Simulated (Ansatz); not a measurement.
The system is NiSb (Breithauptite).

```xyz
4
Lattice="3.9280 0.0000 0.0000 -1.9640 3.4017 0.0000 0.0000 0.0000 5.1200" Properties=species:S:1:pos:R:3 pbc="T T T"
Sb    1.9640    1.1339    3.8400
Sb    0.0000    2.2678    1.2800
Ni    0.0000    0.0000    2.5600
Ni    0.0000    0.0000    0.0000
```

Base run:

* Program: Ansatz 0.2.0
* Functional: LDA
* Potentials or basis: all-electron LAPW, scalar-relativistic
* Cutoff: 270 eV
* Density cutoff: 1078 eV
* Basis error allowed: 0.002 eV/atom
* k mesh: 8 × 8 × 5
* Occupations: fermi-dirac, width 0.05 eV
* Spin: collinear spin, ferromagnetic start
* Starting moments: [0.0, 0.0, 1.0, 1.0] μB

Its results: pressure -5.5 GPa; net moment 0.00 μB per cell.

Question: The run is repeated on the same cell with these changes: functional from LDA to PBE. What comes out?

Answer: Pressure 3.7 GPa; net moment 0.00 μB per cell.

PBE binds less tightly than LDA, so the same cell stands under more pressure.

Not every run made on this cell is shown here.
